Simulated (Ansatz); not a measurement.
# PbSe: the cost of one run

Method: DFT r2SCAN, scalar-relativistic, plane waves, PAW, in Ansatz 0.2.0.

2 further runs of the same task are left out: 1 that didn't finish, 1 set aside as unsound or not needed.

**1. The system as given**

The structure is cubic, space group Pm-3m (No. 221). The conventional cell has a = 3.784 Å, b = 3.784 Å, c = 3.784 Å, α = 90.00°, β = 90.00°, γ = 90.00°. Pb (site symmetry m-3m) has 8 Se at 3.28 Å as nearest neighbours. Around Se (site symmetry m-3m) lie 8 Pb at 3.28 Å.

Coordinates:

```
CELL_PARAMETERS angstrom
3.78432 0.00000 0.00000
0.00000 3.78432 0.00000
0.00000 0.00000 3.78432
ATOMIC_POSITIONS crystal
Pb 0.00000 0.00000 0.00000
Se 0.50000 0.50000 0.50000
```

The structure comes from the Materials Project (structure only).

**2. A change within a subgroup**

What differs from the listed cell: strain xx, yy, zz, yz, xz, xy = -0.1, -2.8, -0.1, +1.3, -2.0, +1.3 %; atoms moved by 0.15 Å root mean square, at most 0.15 Å.

input.yaml reads:

```yaml
crystal:
  lattice:
    - [3.7807268941, 0.0477203004, -0.07568644]
    - [0.0477203004, 3.6785123569, 0.0477203004]
    - [-0.07568644, 0.0477203004, 3.7807268941]
  atoms:
    - { symbol: Pb, position: [0.0234379512, 0.0217355473, 0.0234379512] }
    - { symbol: Se, position: [0.4765620488, 0.4782644527, 0.4765620488] }
basis:
  ecutwfc: 500
kpoints:
  mp_grid: { grid: [10, 10, 10] }
hamiltonian:
  xc: r2scan
scf:
  occupations: { method: gaussian, width: 0.1 }
output:
  forces: true
  stress: true
  eigenvalues: true
```

On the command line:

```console
> ansatz run input.yaml --threads 1 --pin off --max-ram 2560MiB --backend cpu --events-out ev --progress --plain --runs-dir out
```

Q: Estimate wall time and peak memory on 1 thread of an x86-64 CPU, shared host.

About 1.7 min, with a peak of 0.74 GiB.
